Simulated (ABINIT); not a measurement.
# WC (Qusongite) (P-6m2) in ABINIT: settings compared, part 2 of 2

ABINIT 10.8.3 (patched build). Earlier steps stand in the parts before.

### Step 3. Band structure, BP86, spin-orbit coupling, no magnetisation

Input file run.abi:

```
ndtset 2

pp_dirpath "./"
pseudos "W.GGA_PBE-JTH.xml, C.GGA_PBE-JTH.xml"

acell 3*1.0 Angstrom
rprim
     2.9065000000     0.0000000000     0.0000000000
    -1.4532500000     2.5171028361     0.0000000000
     0.0000000000     0.0000000000     2.8366000000
ntypat 2
znucl 74 6
natom 2
typat 1 2
xred
     0.0000000000     0.0000000000     0.0000000000
     0.6666666667     0.3333333333     0.5000000000

ecut 19.0
pawecutdg 38.0

ixc -106132

occopt 3
tsmear 0.05 eV

nspinor 2
nspden 1
pawspnorb 1

nstep 100

iomode 3
prtwf 0
prteig 0
prtebands 0
enunit 1
prtden1 1

kptopt1 4
ngkpt1 10 10 9
nshiftk1 1
shiftk1 0.0 0.0 0.0
nband1 26
tolvrs1 1.0e-9

iscf2 -2
getden2 1
nband2 38
nbdbuf2 8
tolwfr2 1.0e-11
kptopt2 -7
ndivsm2 8
prteig2 1
prtvol2 -3
kptbounds2
     0.0000000000     0.0000000000     0.0000000000
     0.5000000000     0.0000000000     0.0000000000
     0.3333333333     0.3333333333     0.0000000000
     0.0000000000     0.0000000000     0.0000000000
     0.0000000000     0.0000000000     0.5000000000
     0.5000000000     0.0000000000     0.5000000000
     0.3333333333     0.3333333333     0.5000000000
     0.0000000000     0.0000000000     0.5000000000
```

Potentials or basis: JTH PAW PBE v2.0.

Run with:

```
abinit run.abi > log 2>&1
```

It took 4 min on 1 thread of Arm Neoverse V1, shared host; peak memory 0.18 GiB.

The run converged. Its results:

```yaml
Free_energy: -2037.8662 eV
Pressure: 8.9 GPa
Band_gap_on_the_k_mesh: none (metal or under the smearing width)
Valence_electrons_inside_the_program's_atomic_spheres: W 11.89; C 2.49
```

Stress tensor (GPa, compression positive):
```
9.25 0.00 0.00
0.00 9.25 0.00
0.00 0.00 8.26
```

Levels at the corners of the path, in eV from the Fermi level:
```
point  band 15  band 16  band 17  band 18  band 19  band 20  band 21  band 22
    Γ    -3.22    -3.22     0.09     0.09     2.96     2.96     3.35     3.35
    M    -3.57    -3.57    -0.46    -0.46     2.27     2.27     4.30     4.30
    K    -3.56    -3.42     0.35     0.69     0.71     1.15     2.01     2.09
    Γ    -3.22    -3.22     0.09     0.09     2.96     2.96     3.35     3.35
    A    -2.02    -2.02    -0.90    -0.90    -0.33    -0.33     3.53     3.53
    L    -4.16    -4.16     0.34     0.34     4.30     4.30     5.14     5.14
    H    -1.74    -1.53    -0.72    -0.49     4.22     4.30     6.23     6.48
    A    -2.02    -2.02    -0.90    -0.90    -0.33    -0.33     3.53     3.53
```

Caveat: the PAW data sets were made with another functional, which shifts forces and pressure a little.

### Step 4. Band structure, PBE

Input file run.abi:

```
# Datasets: ground state, then fixed potential
ndtset 2

# Pseudopotentials
pp_dirpath "./"
pseudos "W.GGA_PBE-JTH.xml, C.GGA_PBE-JTH.xml"

# Structure
acell 5.4924889812 5.4924889812 5.3603971251
rprim
     1.0000000000     0.0000000000     0.0000000000
    -0.5000000000     0.8660254038     0.0000000000
     0.0000000000     0.0000000000     1.0000000000
ntypat 2
znucl 74 6
natom 2
typat 1 2
xred
     0.0000000000     0.0000000000     0.0000000000
     0.6666666667     0.3333333333     0.5000000000

# Plane-wave basis
ecut 517.016339 eV
pawecutdg 38.0

# Exchange and correlation
ixc 11

# Bands and occupations
occopt 3
tsmear 0.05 eV

# SCF cycle
nstep 100

# Output
iomode 3
prtwf 0
prteig 0
prtebands 0
prtden1 1

# Dataset 1
kptopt1 1
ngkpt1 10 10 9
nshiftk1 1
shiftk1 0.0 0.0 0.0
nband1 13
tolvrs1 1.0e-9

# Dataset 2: bands along G-M-K-G-A-L-H-A
iscf2 -2
getden2 1
nband2 19
nbdbuf2 4
tolwfr2 1.0e-11
kptopt2 -7
ndivsm2 8
prteig2 1
prtvol2 -3
kptbounds2
     0.0000000000     0.0000000000     0.0000000000
     0.5000000000     0.0000000000     0.0000000000
     0.3333333333     0.3333333333     0.0000000000
     0.0000000000     0.0000000000     0.0000000000
     0.0000000000     0.0000000000     0.5000000000
     0.5000000000     0.0000000000     0.5000000000
     0.3333333333     0.3333333333     0.5000000000
     0.0000000000     0.0000000000     0.5000000000
```

Potentials or basis: JTH PAW PBE v2.0.

Run with:

```
abinit run.abi > log 2>&1
```

run.abo:

```text
.Version 10.8.3 of ABINIT
 DATASET    1 : space group P-6 m 2 (#187); Bravais hP (primitive hexag.)
================================================================================
 Values of the parameters that define the memory need for DATASET  1.
     intxc =       0    ionmov =       0      iscf =      17    lmnmax =      18
     lnmax =       6     mgfft =      24  mpssoang =       3    mqgrid =    3001
     natom =       2  nloc_mem =       2    nspden =       1   nspinor =       1
    nsppol =       1      nsym =      12    n1xccc =       1    ntypat =       2
    occopt =       3   xclevel =       2
       mpw =         569          nfft =       13824          nkpt =          70
 PAW method is used; the additional fine FFT grid is defined by:
   mgfftf=        32    nfftf =     30720
================================================================================
================================================================================

 DATASET    2 : space group P-6 m 2 (#187); Bravais hP (primitive hexag.)
[... 1443 lines left out ...]
  -2.35268   -1.05744   -1.02390   -1.02390   -0.01697    0.04832    0.29238    0.29238
   0.34491    0.34491    0.50120    0.53307    0.53307    0.73508    0.80140    1.01107
   1.22565    1.26178    1.26178

== END DATASET(S) ==============================================================
================================================================================

 -outvars: echo values of variables after computation  --------
            acell      5.4924889812E+00  5.4924889812E+00  5.3603971251E+00 Bohr
           etotal1    -7.4789925290E+01
            fcart1     0.0000000000E+00  0.0000000000E+00 -0.0000000000E+00
                       0.0000000000E+00  0.0000000000E+00 -0.0000000000E+00
            rprim      1.0000000000E+00  0.0000000000E+00  0.0000000000E+00
                      -5.0000000000E-01  8.6602540380E-01  0.0000000000E+00
                       0.0000000000E+00  0.0000000000E+00  1.0000000000E+00
           strten1    -2.1847377792E-04 -2.1847377961E-04 -2.0152659325E-04
                       0.0000000000E+00  0.0000000000E+00  0.0000000000E+00
           xangst      0.0000000000E+00  0.0000000000E+00  0.0000000000E+00
                       1.4532499990E+00  8.3903427814E-01  1.4182999990E+00
             xred      0.0000000000E+00  0.0000000000E+00  0.0000000000E+00
                       6.6666666667E-01  3.3333333333E-01  5.0000000000E-01
 Calculation completed.
```

It took 35 s on 1 thread of Arm Neoverse V1, shared host; peak memory 0.11 GiB.

Results:

```
Free energy                                           : -2035.1375 eV
Pressure                                              : 6.3 GPa
Band gap on the k mesh                                : none (metal or under the smearing width)
Valence electrons inside the program's atomic spheres : W 11.87; C 2.48
```

Levels at the corners of the path, in eV from the Fermi level:
```csv
point,band 6,band 7,band 8,band 9,band 10,band 11,band 12,band 13
Γ,-4.31,-3.33,-3.33,0.09,3.24,3.24,5.63,5.63
M,-7.04,-3.62,-3.57,-0.46,2.35,4.54,4.89,6.88
K,-6.57,-4.56,-3.45,0.62,0.99,2.06,3.23,9.20
Γ,-4.31,-3.33,-3.33,0.09,3.24,3.24,5.63,5.63
A,-8.65,-2.01,-2.01,-0.58,-0.58,3.67,4.54,4.54
L,-6.45,-4.32,-4.19,0.28,4.44,5.31,6.65,9.18
H,-7.21,-5.40,-1.62,-0.65,4.41,6.39,7.60,9.14
A,-8.65,-2.01,-2.01,-0.58,-0.58,3.67,4.54,4.54
```

Caveat: spin-orbit coupling is left out, which moves the levels of the heavy elements.

### Step 5. Summary

| level | spin | gap on the mesh (eV) | pressure (GPa) |
| --- | --- | --- | --- |
| revPBE | SOC, no magnetisation | none | 10.1 |
| BP86 | SOC, no magnetisation | none | 8.9 |
| PBE | off | none | 6.3 |

Alike in all rows: task band structure; potentials or basis JTH PAW PBE v2.0; cell as given; k mesh 10 × 10 × 9; cutoff (eV) 517; smearing fermi-dirac 0.05 eV.

The pressure there spans 6.3 GPa (PBE) to 10.1 GPa (revPBE); a positive pressure means that this level wants a larger cell, a negative one a smaller.

Caveats: the PAW data sets were made with another functional, which shifts forces and pressure a little (some runs); spin-orbit coupling is left out, which moves the levels of the heavy elements (some runs).

Absolute energies hang on the potentials; compare differences alone.
